**Q:** Twelve methods were given the same crystal, a hexagonal relative of diamond in which each carbon atom has four neighbours. Which method makes it stiffest, and does a higher rung of theory give a higher modulus?

Bulk modulus of hexagonal carbon (P6_3/mmc, 12-atom cell) from classical force fields (LAMMPS, matscipy through ASE) and Kohn-Sham DFT (FLEUR, Quantum ESPRESSO, SIESTA). Each modulus comes from an equation-of-state fit for a static lattice, at the method's own energy minimum. In the basis column, Kmax is in 1/bohr and the value in eV is a plane-wave cutoff.

```tsv
method	rung	program	potentials	basis	k mesh	smearing	bulk modulus (GPa)
AIREBO	force field	LAMMPS	CH.airebo	default	none 12-atom cell	none	454.5
AIREBO-M	force field	LAMMPS	CH.airebo m	default	none 12-atom cell	none	449.3
LCBOP	force field	LAMMPS	C.lcbop	default	none 12-atom cell	none	437.8
MEAM	force field	LAMMPS	library.meam	default	none 12-atom cell	none	443.5
REBO	force field	LAMMPS	CH.rebo	default	none 12-atom cell	none	441.8
Tersoff	force field	LAMMPS	SiC_1989.tersoff	default	none 12-atom cell	none	425.7
Tersoff-Brenner	force field	matscipy-through-ASE	Brenner_PRB_42_9458_C_II	default	none 12-atom cell	none	484.5
BH	LDA	FLEUR	all electron	5.19 Kmax	12x12x3 12-atom cell	Fermi Dirac 0.05eV	473.8
Wigner	LDA	FLEUR	all electron	5.5 Kmax	12x12x3 12-atom cell	Fermi Dirac 0.05eV	438.4
PBE	GGA	Quantum ESPRESSO	PseudoDojo 0.5 SR PBE stringent	1116 eV	12x12x3 12-atom cell	Fermi Dirac 0.05eV	432.9
PBEsol-D4	GGA	SIESTA	PseudoDojo 0.4 standard NC	DZP	8x8x2 12-atom cell	Fermi Dirac 0.05eV	441.5
WC	GGA	FLEUR	all electron	5.5 Kmax	12x12x3 12-atom cell	Fermi Dirac 0.05eV	450.0
```

**A:** Tersoff-Brenner gives the highest bulk modulus, 484.5 GPa, and Tersoff the lowest, 425.7 GPa. Both are force fields, so the two ends of the table lie on the same rung. The averages of the three rungs differ by at most 15 GPa, while even the GGA rows, which agree best among themselves, spread over 17 GPa. The name of the rung therefore tells you less than the choice of method within it.

**Q:** Then let me take two quantum methods. BH, a local-density functional, lies 41 GPa above PBE, a gradient-corrected one. Does BH describe stronger bonds?

**A:** That is the natural reading, but first ask where each modulus was taken. The bulk modulus is the pressure rise per fractional loss of volume, and it follows from how sharply the energy curve bends. Each method is judged at the minimum of its own curve, and these minima lie at different volumes. The bonds in PBE's crystal are 1% longer than those in BH's.

Two limiting cases show why this matters. If you pull the atoms very far apart, nothing resists a further change of volume and the modulus goes to zero. If you squeeze them hard, the electrons are crowded into less space, their kinetic energy climbs steeply, and the modulus grows. Around its normal density this crystal becomes softer as its bonds lengthen, so a method that makes the crystal smaller also tends to report a stiffer one.

**Q:** Can a bond difference of only 1% really account for 41 GPa?

**A:** We can estimate it by stretching BH's crystal to the volume of the supplied cell. Call the modulus at the method's own minimum B₀, the volume there V₀, and the rise of the modulus per unit of pressure B₀′. A small fractional expansion dV/V lowers the pressure by B·dV/V, and so lowers the modulus by B₀′·B·dV/V. If B₀′ stays constant, adding up these small steps gives

B(V) = B₀ (V₀/V)^B₀′

For BH, the equation of state fitted to its five computed energies gives V₀ = 5.537 Å³ per atom and B₀′ = 3.51. The supplied cell has V = 5.672 Å³ per atom, hence

B = 473.8 GPa × (5.537/5.672)^3.51 = 473.8 GPa × 0.919 ≈ 435 GPa

PBE's own minimum lies slightly above the supplied volume, so its crystal has to be compressed a little, and its modulus rises to about 442 GPa. At equal volume BH is thus about 6 GPa softer than PBE, although it looked much stiffer in the table.

The formula can be checked against the energies themselves. Take three of them, at the supplied volume and at volumes 4% smaller and larger, and work out how sharply the curve bends. This gives 437 GPa for BH and 443 GPa for PBE, within 2 GPa of the estimates. The energies are the same ones that supplied V₀ and B₀′, so the agreement supports the step from one volume to another, not the accuracy of either functional.

**Q:** So what is the real difference between the two functionals, if it is not the stiffness of the bond?

**A:** Imagine two methods whose energy curves differ only by a term proportional to the volume. Such a term has a slope but no bend, and it acts like a constant extra pressure on the crystal. It moves the minimum, yet at any fixed volume both methods find the same modulus. Read at their own minima, however, the moduli differ, because the curve bends more sharply at the smaller volume.

The BH and PBE runs come close to this limit. They disagree mostly about how strongly the electrons pull the crystal together, and little about how the crystal resists once its volume is set. Whether the functionals themselves come as close is less certain, because the two runs also differ in program, basis and treatment of the core electrons.

A further run of the same crystal calls for that caution. It uses a standard LDA functional, a near relative of BH, with a larger basis. It also gives a higher modulus than PBE at its own minimum, but at equal volume it is clearly softer than PBE, so the near match of BH and PBE may owe something to BH's smaller basis. What the two local-density runs share is safer: their high modulus comes from the shorter bonds, since at the supplied volume neither energy curve bends more sharply than PBE's.

**Q:** Wigner is a local-density functional too, and it was run in the same program as BH. Why does it come out 35 GPa lower, close to PBE?

**A:** Here theory has to supply the argument. Correlation, the way electrons avoid one another, lowers the energy more when the electrons are denser, and so it favours a smaller crystal. In the limit of a correlation energy per electron that did not depend on density, this inward pull would vanish. Wigner's formula varies more slowly with density than BH's and stands nearer to that limit.

The Wigner crystal should therefore settle at a larger volume and, by the reasoning above, at a lower modulus. A further run supports this direction. It used the Xα functional, which has no separate correlation term, and the crystal settled at a larger volume and a lower modulus than with standard LDA in the same basis. Wigner's modulus lies between those two. Still, the full 35 GPa between BH and Wigner should not be credited to correlation alone. The BH run used a smaller basis, with a cutoff (Kmax) of 5.19 instead of 5.5, and some of the gap may come from that. It is unlikely to be most of it, since the standard LDA run, which has the same cutoff as Wigner's, is nearly as stiff as BH.

**Q:** Does the same rule explain the force fields?

**A:** Only in part, because a force field is free in a way that a density functional is not. Think of a simple spring: its rest length and its stiffness are two separate numbers, and you may change one and keep the other. The formulas for carbon are more elaborate, but they too have adjustable constants that shape the bend of the energy curve as well as the position of its minimum. Two force fields can therefore agree on the volume and still disagree on the modulus.

REBO and LCBOP give a mild example. Their equilibrium volumes agree to within 0.001 Å³ per atom, yet their moduli differ by 4 GPa. That is a small gap, and the range of volumes used in each fit may contribute to it. Tersoff-Brenner stands out more, and its set of constants is known to give diamond too high a bulk modulus. Its equilibrium volume is not given here, so it stays open how much of the excess a smaller crystal would explain.

**Q:** Still, nine of the twelve rows lie within 3% of the median, 443 GPa, and I recall roughly 440 GPa for real diamond. Can I trust the table to that level, and simply use the cheapest method?

**A:** The agreement does not mean the same thing in every row. Force fields for carbon are fitted to data on carbon, usually with diamond among them, so a good modulus there mostly shows that the fit succeeded. The cheapest method may serve for crystals close to those in its fit, but this agreement promises nothing for other forms of carbon. The density functionals were not adjusted to this crystal, but their values hold for atoms at rest. Real atoms vibrate even at the lowest temperature, which lengthens the bonds slightly and softens the crystal, so a perfect calculation of this kind should lie a little above the measured modulus.

As for the digits, the decimals come from fitting a curve and have no physical weight. Differences of several GPa need care as well when more than the method has changed. WC and PBEsol-D4 are 8.5 GPa apart, but they differ in program, basis, potentials and k mesh as well as in functional. A gap of that size is no ground for preferring one functional to the other.

**Q:** What should I do, then, when two calculations give me different moduli for the same material?

**A:** Compare their equilibrium volumes before you compare their stiffness. For PBE's crystal, a bond 1% longer lowers the modulus by about 10%, because the volume grows by 3% and the modulus falls between three and four times as fast as the volume rises. If the moduli agree once both are brought to the same volume, the methods disagree mainly about the size of the crystal, though that alone does not show that either is right. If they still differ, look at the functional itself, the basis and the other settings, and for a force field at the data to which it was fitted.
